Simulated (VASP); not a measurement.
Set up this calculation in VASP 6.6.1, as the native input.

```yaml
Task: relaxation of cell and atoms
Functional: PBE
Dispersion: D4
Potentials_or_basis: VASP PAW PBE potentials, release 64 (Ga_d, N)
Cutoff: 600 eV
k_mesh: 10 × 10 × 5
Occupations: fermi-dirac, width 0.05 eV
Spin: no spin polarisation
Further_INCAR_settings: ALGO = Normal; EDIFF = 1e-07; IBRION = 2; EDIFFG = -0.01; NSW = 40; ISIF = 3
```

The structure of GaN lies in POSCAR:

```
GaN
1.0
    3.1800000000      0.0000000000      0.0000000000
   -1.5900000000      2.7539607840      0.0000000000
    0.0000000000      0.0000000000      5.1660000000
Ga N
2 2
Direct
    0.6666666667      0.3333333333      0.5000000000
    0.3333333333      0.6666666667      0.0000000000
    0.6666666667      0.3333333333      0.8750000000
    0.3333333333      0.6666666667      0.3750000000
```

The input as run:

INCAR

```
PREC = Accurate
ENCUT = 600
EDIFF = 1E-7
ISMEAR = -1
SIGMA = 0.05
LREAL = False
LASPH = True
NELM = 80
ALGO = Normal
ISIF = 3
LWAVE = False
LCHARG = False
GGA = PE
IVDW = 13
IBRION = 2
NSW = 40
EDIFFG = -0.01
```

KPOINTS

```
regular mesh
0
Gamma
  10 10 5
```

Potentials or basis: VASP PAW PBE potentials, release 64 (Ga_d, N).

Launch:

```bash
$ cat potpaw_PBE.64/Ga_d/POTCAR potpaw_PBE.64/N/POTCAR > POTCAR
$ mpirun -np 1 vasp_std > vasp.out
```

Results of the run:

```yaml
Relaxed_volume: 11.39 Å³/atom
Relaxed_cell: a = 3.184 Å, b = 3.184 Å, c = 5.192 Å, α = 90.00°, β = 90.00°, γ = 120.00°
Space_group_after_relaxing_to_0.05_Å: P6_3mc (No. 186)
Energy_gained_by_relaxing: 0.8 meV/atom
Ionic_steps: 3
Pressure_after_relaxing: 0.0 GPa
Largest_force_after_relaxing: 0.009 eV/Å
Band_gap_on_the_k_mesh: 1.92 eV, direct
Dispersion_energy_per_atom: -0.402 eV
```

Run time: 2.2 min on 1 thread of Intel(R) Xeon(R) Platinum 8488C (Sapphire Rapids) (shared host), peak memory 0.21 GiB.
